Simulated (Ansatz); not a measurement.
# CdTe (F-43m) in Ansatz: a series of runs

The runs below take CdTe through single point, equation of state, with r2SCAN+D3(BJ).

Everything below comes from runs of Ansatz 0.2.0. Logs are shortened: lines on timing, memory, paths and dates and some standing lists are left out, and cuts for length are marked.

**Measured values to compare with.**

“Multiscale insight into the Cd1-xZnxTe vibrational-mechanical properties -- High-pressure experiments and ab initio calculations”, 2023, arxiv:2306.14539 quotes, for a powder of CdTe: bulk modulus 42 ± 2 GPa.

The runs below are set against these values where they give the same quantity.

## Step 1: The structure

The structure is cubic, space group F-43m (No. 216). Conventional cell: a = 6.410 Å, b = 6.410 Å, c = 6.410 Å, α = 90.00°, β = 90.00°, γ = 90.00°. Around Te (site symmetry -43m) lie 4 Cd at 2.78 Å. Cd (site symmetry -43m) is surrounded by 4 Te at 2.78 Å.

## Step 2: Single point, r2SCAN+D3(BJ), 30.95 Å³/atom (volume scaled by 0.94)

Contents of input.yaml:

```yaml
crystal:
  lattice:
    - [0.0, 3.1395734784, 3.1395734784]
    - [3.1395734784, 0.0, 3.1395734784]
    - [3.1395734784, 3.1395734784, 0.0]
  atoms:
    - { symbol: Te, position: [0.75, 0.75, 0.75] }
    - { symbol: Cd, position: [0.0, 0.0, 0.0] }
hamiltonian:
  xc: r2scan
  pseudopotentials: { kind: paw }
  dispersion: d3bj
kpoints:
  mp_grid: { grid: [7, 7, 7] }
scf:
  occupations: { method: fermi_dirac, width: 0.05 }
output:
  forces: true
  stress: true
  eigenvalues: true
```

Potentials or basis: Ansatz PAW.

Run with:

```
ansatz run input.yaml --threads 2 --pin off --max-ram 5120MiB --backend cpu --events-out ev --progress --plain --runs-dir out
```

Log:

```text
Warning: the engine holds no damping parameters fitted to this dispersion correction and functional, so the run takes those fitted to r2scan beside the three-body term, which d3bj leaves out (hamiltonian.dispersion, under Limitations)
Warning: RAYON_NUM_THREADS=2 ignored (pool sized by the plan → 2); use --threads N
Engine: ansatz 0.2.0, aarch64-unknown-linux-gnu
Pseudopotentials: kind: paw
Pseudopotential: Te, paw, valence charge 16, recommended cutoff 500 eV (meta_gga), Te.paw.azcp
Pseudopotential: Cd, paw, valence charge 20, recommended cutoff 500 eV (meta_gga), Cd.paw.azcp
Functional definition: r2SCAN
  parameter k0 = 0.174
  parameter k1 = 0.065
  parameter a1 = 4.9479
  exchange = r2scan_x(k0 = k0, k1 = k1, a1 = a1)
  correlation = r2scan_c
Crystal: 2 atoms, lattice volume = 61.893 Å³
Basis set: ecut = 500 eV, 1591 PW (Γ), exchange–correlation on 144×144×144 points (64 copies of the dense FFT grid, shifted against one another)
Bands: 22, of which v1, the nominal top of the filled ones, is band 18 counted from 1 (17 counted from 0)
Symmetry: 24 space group operations
Space group: F-43m (ITA 216), of the structure as read, at distance tolerance 4.0e-5 Å
k-points: 20 of 343 (time reversal used)
Non-local potential: Te, projectors of the file, l = 0: 2, l = 1: 2, l = 2: 2, l = 3: 2
Non-local potential: Cd, projectors of the file, l = 0: 3, l = 1: 2, l = 2: 2, l = 3: 1
PAW form: soft (Blöchl's): semilocal exchange-correlation on the pseudo side does not see the compensation charge
PAW frozen core: Te, regenerated for the run's functional (the file was generated under x = pbe(κ = 0.804, μ = 0.2195149727645171), c = pbe(β = 0.06672455060314922))
PAW frozen core: Cd, regenerated for the run's functional (the file was generated under x = pbe(κ = 0.804, μ = 0.2195149727645171), c = pbe(β = 0.06672455060314922))
PAW one-centre angular grid: Te, 590 points (default); XC on 160 Gauss nodes
PAW one-centre angular grid: Cd, 590 points (default); XC on 160 Gauss nodes
Initial density: superposition of atomic densities (neutral atoms: chi_scale 0, normalization atom), corrected by the library's trained network
Initial wavefunctions: pseudopotential atomic-orbital guess
Functional: x = r2scan, c = r2scan; τ floored in thin density (d = 2e-4 eV/Å³)
SCF iter   1: F=—  HF=-15264.327121 eV  |F-HF|=—  |Δ(HF+E_count)|=         —  Δρ=4.64e-3  dr2=8.21e-3  dr2_τ=1.12e-2  ethr=1.77e-3  ⟨swp⟩=6.1  Hψ=2107  notcnv=0
preconditioner: auto → none  [insulator: Δε(μ)=1.541 eV  Ē_g=12.505 eV  σ=0.050 eV  W_gap=1.00  n_scr=14 (ndim 8)  ℏωp=20.0 eV  f_vac=0.160  D(μ)=0.00/eV (n_scr^D=0)  ε∞_Penn≈3.6]
SCF iter   2: F=—  HF=-15264.336858 eV  |F-HF|=—  |Δ(HF+E_count)|=   9.74e-3  Δρ=2.41e-3  dr2=1.48e-3  dr2_τ=3.34e-4  ethr=2.28e-5  ⟨swp⟩=3.0  Hψ=1043  notcnv=0
SCF iter   3: F=—  HF=-15264.337399 eV  |F-HF|=—  |Δ(HF+E_count)|=   5.41e-4  Δρ=1.15e-3  dr2=3.71e-4  dr2_τ=4.68e-5  ethr=4.12e-6  ⟨swp⟩=2.0  Hψ=600  notcnv=0
SCF iter   4: F=—  HF=-15264.337612 eV  |F-HF|=—  |Δ(HF+E_count)|=   2.13e-4  Δρ=1.01e-4  dr2=6.76e-6  dr2_τ=4.08e-7  ethr=1.03e-6  ⟨swp⟩=2.0  Hψ=800  notcnv=0
SCF iter   5: F=—  HF=-15264.337597 eV  |F-HF|=—  |Δ(HF+E_count)|=   1.49e-5  Δρ=3.27e-5  dr2=2.63e-7  dr2_τ=2.30e-8  ethr=1.88e-8  ⟨swp⟩=3.0  Hψ=807  notcnv=0
SCF iter   6: F=-15264.337597 eV  HF=-15264.337597 eV  |F-HF|=6.71e-9  |Δ(HF+E_count)|=   2.11e-7  Δρ=4.78e-6  dr2=9.18e-9  dr2_τ=1.95e-9  ethr=2.78e-10  ⟨swp⟩=7.2  Hψ=1987  notcnv=0
SCF 1 converged in 6 iterations: F = -15264.337597 eV  dr2 = 9.18e-9
SCF converged after 6 iterations
Free energy (F): -15264.337597 eV
Harris-Foulkes:  -15264.337597 eV  (|F-HF|=6.71e-9)
Internal energy: -15264.337597 eV  (E = F + TS)
E sigma→0 (E₀):  -15264.337597 eV
Fermi energy:    9.468345 eV
--- Per-component energies (eV) ---
  E_band       = -786.383173
  E_kinetic    = 688.254861
  E_local      = -5212.121363  (includes V_loc(G=0)·N_el)
  E_nonlocal   = -275.848203
  E_hartree    = 2650.632774
  E_xc         = -284.970052
  E_vxc        = -359.760226  (∫ρ·V_xc dr)
  E_paw        = -8792.478959  (= ΣΔE_a)
  E_vpaw       = -952.472098  (= ΣTr[D̂ρ^β])
  E_aug_tail   = -0.000032  (compensation charges beyond the density's cutoff)
  E_vtau       = 24.296282  (kinetic-family band-sum trace: ∫τ·v_τ [+ j·A + Jᵃ·Aᵃ] dr)
  E_ewald      = -4037.159435
  E_disp       = -0.367273  (pairwise vdW)
  E_core_change = -0.279915  (= ΣΔE_core)
  E_smearing   = -0.000000  (= −TS)
  E_closure    = 0.000000  (closes the sum)
  Σ components = -15264.337597   (vs F -15264.337597, Δ=0.00e0)
--- Forces (eV/Å), atoms counted from 1 ---
  atom   1  Te     0.00000000    -0.00000000     0.00000000
  atom   2  Cd    -0.00000000     0.00000000     0.00000000
  max |Σ_I F_I| component: 9.02e-17 eV/Å
--- Stress (GPa, compression-positive) ---
        6.154994       0.000000       0.000000
        0.000000       6.154994       0.000000
       -0.000000       0.000000       6.154994
  P = ⅓ Tr σ = 6.1550 GPa (61.550 kbar)
--- Band table (eV; the first three rows and the last of 20) ---
  k-point 0: bands = ["-96.5630", "-56.7151", "-56.7151", "-56.7151", "-28.3793", "-28.3793", "-28.3793", "-28.3633", "-28.3633", "-3.4968", "-0.3254", "-0.3254", "-0.3254", "0.0378", "0.0378", "8.6437", "8.6437", "8.6437", "10.2341", "13.6085", "13.6085", "13.6085"]
  k-point 1: bands = ["-96.5629", "-56.7152", "-56.7151", "-56.7151", "-28.3793", "-28.3792", "-28.3792", "-28.3632", "-28.3632", "-3.4012", "-0.3059", "-0.3059", "-0.2536", "0.0363", "0.0363", "7.1595", "8.4290", "8.4290", "11.1010", "13.7038", "13.9177", "13.9177"]
  k-point 2: bands = ["-96.5630", "-56.7152", "-56.7151", "-56.7151", "-28.3794", "-28.3790", "-28.3790", "-28.3631", "-28.3631", "-3.1855", "-0.2663", "-0.2663", "0.0050", "0.0384", "0.0384", "5.1902", "8.0192", "8.0192", "11.1961", "14.2646", "14.2646", "15.0498"]
  k-point 19: bands = ["-96.5630", "-56.7153", "-56.7152", "-56.7152", "-28.3795", "-28.3790", "-28.3783", "-28.3632", "-28.3627", "-2.8536", "-0.1666", "-0.1466", "-0.0060", "0.0396", "0.7761", "3.9423", "5.6161", "6.4364", "12.7428", "13.9651", "15.1626", "15.8845"]
```

Wall time 3.9 s (2 threads of Arm Neoverse V1, shared host); peak memory 0.53 GiB.

What came out:

```
Free energy            : -15264.3376 eV
Pressure               : 6.2 GPa
Band gap on the k mesh : 1.59 eV, direct
```

Caveat: odd divisions of the mesh miss points on the zone boundary, where band edges often lie, so the gap on the mesh can be too wide; spin-orbit coupling is left out, which moves the levels of the heavy elements; the PAW data sets come from PBE, with cores solved anew for the run's functional, which leaves a small shift of forces and pressure; the dispersion damping was fitted for another functional or another form of the correction.

## Step 3: Single point, r2SCAN+D3(BJ), 31.60 Å³/atom (volume scaled by 0.96)

Edit input.yaml of step 2 so:

```diff
@@ -2,5 +2,5 @@
   lattice:
-    - [0.0, 3.1395734784, 3.1395734784]
-    - [3.1395734784, 0.0, 3.1395734784]
-    - [3.1395734784, 3.1395734784, 0.0]
+    - [0.0, 3.1616838793, 3.1616838793]
+    - [3.1616838793, 0.0, 3.1616838793]
+    - [3.1616838793, 3.1616838793, 0.0]
   atoms:
```

Potentials or basis: Ansatz PAW.

Run with:

```
ansatz run input.yaml --threads 2 --pin off --max-ram 5120MiB --backend cpu --events-out ev --progress --plain --runs-dir out
```

It took 4 s on 2 threads of Arm Neoverse V1, shared host; peak memory 0.53 GiB.

Results (log left out):

```yaml
Free_energy: -15264.3823 eV
Pressure: 4.8 GPa
Band_gap_on_the_k_mesh: 1.52 eV, direct
```

Caveat: odd divisions of the mesh miss points on the zone boundary, where band edges often lie, so the gap on the mesh can be too wide; spin-orbit coupling is left out, which moves the levels of the heavy elements; the PAW data sets come from PBE, with cores solved anew for the run's functional, which leaves a small shift of forces and pressure; the dispersion damping was fitted for another functional or another form of the correction.

## Step 4: Single point, r2SCAN+D3(BJ), 32.26 Å³/atom (volume scaled by 0.98)

Edit input.yaml of step 3 so:

```diff
@@ -2,5 +2,5 @@
   lattice:
-    - [0.0, 3.1616838793, 3.1616838793]
-    - [3.1616838793, 0.0, 3.1616838793]
-    - [3.1616838793, 3.1616838793, 0.0]
+    - [0.0, 3.1834892848, 3.1834892848]
+    - [3.1834892848, 0.0, 3.1834892848]
+    - [3.1834892848, 3.1834892848, 0.0]
   atoms:
```

Run with:

```
ansatz run input.yaml --threads 2 --pin off --max-ram 5120MiB --backend cpu --events-out ev --progress --plain --runs-dir out
```

It took 4 s on 2 threads of Arm Neoverse V1, shared host; peak memory 0.53 GiB.

It converged, with:

- Free energy: -15264.4162 eV
- Pressure: 3.5 GPa
- Band gap on the k mesh: 1.45 eV, direct

Caveat: odd divisions of the mesh miss points on the zone boundary, where band edges often lie, so the gap on the mesh can be too wide; spin-orbit coupling is left out, which moves the levels of the heavy elements; the PAW data sets come from PBE, with cores solved anew for the run's functional, which leaves a small shift of forces and pressure; the dispersion damping was fitted for another functional or another form of the correction.

## Step 5: Single point, r2SCAN+D3(BJ), 32.92 Å³/atom

Edit input.yaml of step 4 so:

```diff
@@ -2,5 +2,5 @@
   lattice:
-    - [0.0, 3.1834892848, 3.1834892848]
-    - [3.1834892848, 0.0, 3.1834892848]
-    - [3.1834892848, 3.1834892848, 0.0]
+    - [0.0, 3.205, 3.205]
+    - [3.205, 0.0, 3.205]
+    - [3.205, 3.205, 0.0]
   atoms:
@@ -20 +20,5 @@
   eigenvalues: true
+  write_density: true
+  write_potential: true
+  elf: true
+  volumetric_format: npy
```

Run with:

```
ansatz run input.yaml --threads 2 --pin off --max-ram 5120MiB --backend cpu --events-out ev --progress --plain --runs-dir out
```

Run time: 5.1 s. Hardware: 2 threads of Arm Neoverse V1, shared host; peak memory 0.53 GiB.

Results (log left out):

- Free energy: -15264.4404 eV
- Pressure: 2.4 GPa
- Band gap on the k mesh: 1.39 eV, direct

Caveat: odd divisions of the mesh miss points on the zone boundary, where band edges often lie, so the gap on the mesh can be too wide; spin-orbit coupling is left out, which moves the levels of the heavy elements; the PAW data sets come from PBE, with cores solved anew for the run's functional, which leaves a small shift of forces and pressure; the dispersion damping was fitted for another functional or another form of the correction.

## Step 6: Single point, r2SCAN+D3(BJ), 33.58 Å³/atom (volume scaled by 1.02)

Edit input.yaml of step 5 so:

```diff
@@ -2,5 +2,5 @@
   lattice:
-    - [0.0, 3.205, 3.205]
-    - [3.205, 0.0, 3.205]
-    - [3.205, 3.205, 0.0]
+    - [0.0, 3.2262257841, 3.2262257841]
+    - [3.2262257841, 0.0, 3.2262257841]
+    - [3.2262257841, 3.2262257841, 0.0]
   atoms:
@@ -20,5 +20 @@
   eigenvalues: true
-  write_density: true
-  write_potential: true
-  elf: true
-  volumetric_format: npy
```

Potentials or basis: Ansatz PAW.

Run with:

```
ansatz run input.yaml --threads 2 --pin off --max-ram 5120MiB --backend cpu --events-out ev --progress --plain --runs-dir out
```

It took 4 s on 2 threads of Arm Neoverse V1, shared host; peak memory 0.53 GiB.

Results (log left out):

| Item | Value |
| --- | --- |
| Free energy | -15264.4558 eV |
| Pressure | 1.4 GPa |
| Band gap on the k mesh | 1.32 eV, direct |

Caveat: odd divisions of the mesh miss points on the zone boundary, where band edges often lie, so the gap on the mesh can be too wide; spin-orbit coupling is left out, which moves the levels of the heavy elements; the PAW data sets come from PBE, with cores solved anew for the run's functional, which leaves a small shift of forces and pressure; the dispersion damping was fitted for another functional or another form of the correction.

## Step 7: Single point, r2SCAN+D3(BJ), 34.24 Å³/atom (volume scaled by 1.04)

Edit input.yaml of step 6 so:

```diff
@@ -2,5 +2,5 @@
   lattice:
-    - [0.0, 3.2262257841, 3.2262257841]
-    - [3.2262257841, 0.0, 3.2262257841]
-    - [3.2262257841, 3.2262257841, 0.0]
+    - [0.0, 3.2471758892, 3.2471758892]
+    - [3.2471758892, 0.0, 3.2471758892]
+    - [3.2471758892, 3.2471758892, 0.0]
   atoms:
```

Run with:

```
ansatz run input.yaml --threads 2 --pin off --max-ram 5120MiB --backend cpu --events-out ev --progress --plain --runs-dir out
```

Wall time 4 s (2 threads of Arm Neoverse V1, shared host); peak memory 0.53 GiB.

Results (log left out):

```
Free energy            : -15264.4633 eV
Pressure               : 0.5 GPa
Band gap on the k mesh : 1.26 eV, direct
```

Caveat: odd divisions of the mesh miss points on the zone boundary, where band edges often lie, so the gap on the mesh can be too wide; spin-orbit coupling is left out, which moves the levels of the heavy elements; the PAW data sets come from PBE, with cores solved anew for the run's functional, which leaves a small shift of forces and pressure; the dispersion damping was fitted for another functional or another form of the correction.

## Step 8: Single point, r2SCAN+D3(BJ), 34.90 Å³/atom (volume scaled by 1.06)

Edit input.yaml of step 7 so:

```diff
@@ -2,5 +2,5 @@
   lattice:
-    - [0.0, 3.2471758892, 3.2471758892]
-    - [3.2471758892, 0.0, 3.2471758892]
-    - [3.2471758892, 3.2471758892, 0.0]
+    - [0.0, 3.2678590959, 3.2678590959]
+    - [3.2678590959, 0.0, 3.2678590959]
+    - [3.2678590959, 3.2678590959, 0.0]
   atoms:
```

Run with:

```
ansatz run input.yaml --threads 2 --pin off --max-ram 5120MiB --backend cpu --events-out ev --progress --plain --runs-dir out
```

It took 4 s on 2 threads of Arm Neoverse V1, shared host; peak memory 0.53 GiB.

It converged, with:

```yaml
Free_energy: -15264.4638 eV
Pressure: -0.3 GPa
Band_gap_on_the_k_mesh: 1.20 eV, direct
```

Caveat: odd divisions of the mesh miss points on the zone boundary, where band edges often lie, so the gap on the mesh can be too wide; spin-orbit coupling is left out, which moves the levels of the heavy elements; the PAW data sets come from PBE, with cores solved anew for the run's functional, which leaves a small shift of forces and pressure; the dispersion damping was fitted for another functional or another form of the correction.

## Step 9: Equation of state, r2SCAN+D3(BJ)

Potentials or basis: Ansatz PAW.

No new run: the results of the series are fitted here.

Results:

```yaml
Equilibrium_volume: 34.61 Å³/atom
Bulk_modulus: 43 GPa
Pressure_derivative_of_the_bulk_modulus: 4.6
```

Energy against volume, from the lowest point:
| volume (Å³/atom) | energy (meV/atom) |
| --- | --- |
| 30.947 | 63.08 |
| 31.605 | 40.72 |
| 32.263 | 23.76 |
| 32.922 | 11.70 |
| 33.580 | 4.00 |
| 34.239 | 0.24 |
| 34.897 | 0.00 |

Caveat: the PAW data sets were made with another functional, which shifts forces and pressure a little. The run has no spin-orbit coupling, so splittings on Te are missing.

## Step 10: Against experiment

Step 9. A measured bulk modulus of CdTe is 42 GPa (powder; quoted in “Multiscale insight into the Cd1-xZnxTe vibrational-mechanical properties -- High-pressure experiments and ab initio calculations”, 2023, arxiv:2306.14539); the calculated 43 GPa misses it by +1.2 %. The fit is for a static lattice scaled at fixed shape and fixed fractional positions.
